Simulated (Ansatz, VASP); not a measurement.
# One calculation of Pd, two programs

INCAR

```
  ALGO = Fast
  EDIFF = 1E-7
  ENCUT = 520
  ISIF = 2
  ISMEAR = -1
  ISPIN = 2
  LASPH = True
  LCHARG = False
  LMAXMIX = 4
  LORBIT = 11
  LREAL = False
  LWAVE = False
  MAGMOM = 0.422 0.422
  NBANDS = 21
  NELM = 150
  PREC = Accurate
  SIGMA = 0.05
```

The input KPOINTS:

```
k-points
0
Gamma
  11 11 11
```

Contents of POSCAR:

```
Pd
1.0
    0.0000000000      2.8089005936      2.8089005936
    2.8089005936      0.0000000000      2.8089005936
    2.8089005936      2.8089005936      0.0000000000
Pd
2
Direct
    0.1250000000      0.1250000000      0.1250000000
    0.8750000000      0.8750000000      0.8750000000
```

Input for Ansatz:

```yaml
crystal:
  lattice:
    - [0.0, 2.8089005936, 2.8089005936]
    - [2.8089005936, 0.0, 2.8089005936]
    - [2.8089005936, 2.8089005936, 0.0]
  atoms:
    - { symbol: Pd, position: [0.125, 0.125, 0.125], spin: 0.422 }
    - { symbol: Pd, position: [0.875, 0.875, 0.875], spin: 0.422 }
hamiltonian:
  xc: lda
  pseudopotentials:
    kind: paw
    azcp:
      Pd: "pseudopotentials/Pd.paw.azcp"
basis:
  ecutwfc: 420
  fft_grid_basis: typed
kpoints:
  mp_grid: { grid: [11, 11, 11], shift: [0, 0, 0] }
magnetization:
  spin_polarized: true
scf:
  occupations: { method: fermi_dirac, width: 0.05 }
  lower_state_search: "off"
output:
  stress: true
```

Alike in both runs: task single point; functional LDA; k mesh 11 × 11 × 11; occupations fermi-dirac, width 0.05 eV; collinear spin.

```csv
,VASP,Ansatz
version,VASP 6.6.1,Ansatz 0.2.0
potentials or method,"VASP PAW LDA potentials, release 64 (Pd)","plane waves (420 eV) with PAW, scalar-relativistic"
plane-wave cutoff (eV),520,420
valence electrons in the cell,20,36
```

Ansatz gave:

- pressure (GPa): -0.1
- net moment per atom (μB): 0.46
- size of the moment on the site where the two differ most (μB): 0.43

Task: Estimate VASP's values.

Result: Pressure (GPa): -0.4; net moment per atom (μB): 0.42; size of the moment on the site where the two differ most (μB): 0.40.

Site moments also hang on the region over which each program counts them. The two sets of potentials don't hold the same shells in valence. Ansatz warned: «pseudo_functional_mismatch».
